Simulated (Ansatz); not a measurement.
**Si2Mo: the band gap up the ladder of functionals**

An exercise on one series of results from a longer session: the logs are not shown, and one member is left open.

Code: Ansatz 0.2.0. PAW datasets, plane waves. The values are computed, spin-unpolarised, and not measurements.

## The system as given

The cell was relaxed beforehand with r2SCAN.

It is hexagonal, P6_222 (No. 180); a = 4.584 Å, c = 6.577 Å in the conventional setting, 13.30 Å³ an atom. Si has 5 Si at 2.55–2.67 Å and 5 Mo at 2.57–2.67 Å; Mo has 10 Si at 2.57–2.67 Å.

The structure in full:

```xyz
9
Lattice="4.5840 0.0000 0.0000 -2.2920 3.9699 0.0000 0.0000 0.0000 6.5771" Properties=species:S:1:pos:R:3 pbc="T T T"
Si   -1.1653    3.3194    5.4809
Si    1.1267    0.6505    1.0962
Si    2.2920    2.6688    3.2885
Si    3.4573    0.6505    5.4809
Si    1.1653    3.3194    1.0962
Si    0.0000    1.3010    3.2885
Mo    2.2920    0.0000    3.2885
Mo   -1.1460    1.9849    1.0962
Mo    1.1460    1.9849    5.4809
```

Set-up of the first run:

input.yaml

```yaml
crystal:
  lattice:
    - [4.5840216858, 0.0, 0.0]
    - [-2.2920108429, 3.9698792314, 0.0]
    - [0.0, 0.0, 6.5770742356]
  atoms:
    - { symbol: Si, position: [0.1638644045, 0.8361355955, 0.8333333333] }
    - { symbol: Si, position: [0.3277288089, 0.1638644045, 0.1666666667] }
    - { symbol: Si, position: [0.8361355955, 0.6722711911, 0.5] }
    - { symbol: Si, position: [0.8361355955, 0.1638644045, 0.8333333333] }
    - { symbol: Si, position: [0.6722711911, 0.8361355955, 0.1666666667] }
    - { symbol: Si, position: [0.1638644045, 0.3277288089, 0.5] }
    - { symbol: Mo, position: [0.5, 0.0, 0.5] }
    - { symbol: Mo, position: [0.0, 0.5, 0.1666666667] }
    - { symbol: Mo, position: [0.5, 0.5, 0.8333333333] }
kpoints:
  mp_grid: { grid: [6, 6, 4] }
  band_path:
    path:
      - [[0.0, 0.0, 0.0], [0.5, -3.912921514555e-18, -6.645961482353e-35], [0.3333333333333, 0.3333333333333, -8.344897897486e-36], [0.0, 0.0, 0.0], [2.505277707115e-52, 8.956438247118e-52, 0.5], [0.5, -3.912921514555e-18, 0.5], [0.3333333333333, 0.3333333333333, 0.5], [2.505277707115e-52, 8.956438247118e-52, 0.5]]
      - [[0.5, -3.912921514555e-18, 0.5], [0.5, -3.912921514555e-18, -6.645961482353e-35]]
      - [[0.3333333333333, 0.3333333333333, 0.5], [0.3333333333333, 0.3333333333333, -8.344897897486e-36]]
    npoints: 10
hamiltonian:
  xc: pbe
scf:
  occupations: { method: fermi_dirac, width: 0.02 }
  n_extra_bands: 6
output:
  forces: true
  stress: true
  eigenvalues: true
```

The run is started by

```
$ ansatz run input.yaml --threads 1 --pin off --max-ram 29491MiB --backend cpu --events-out ev --progress --plain --runs-dir out
```

Steps of the session up to this table: PBE bands along the symmetry lines; Single point with r2SCAN; HSE06; Single point with PBE+SOC.

One table of the session follows, with a row left open; its other results are not shown here.

| level | gap (eV) |
| --- | --- |
| PBE | 0.05 |
| r2SCAN | 0.16 |
| HSE06 | ? |
| PBE+SOC | 0.05 |

Estimate the missing values for HSE06.

As computed: gap (eV): 0.54. In the column «gap (eV)» it is the highest.

Meshes: PBE 6×6×4, r2SCAN 6×6×4, HSE06 6×6×2, PBE+SOC 6×6×4

The gap runs from 0.05 eV (PBE+SOC) to 0.54 eV (HSE06). PBE reaches 10 % of the HSE06 value, and r2SCAN 29 %.

Limits of these values: Warnings in the runs' records: stress scf threshold loose, stress exchange threshold loose.
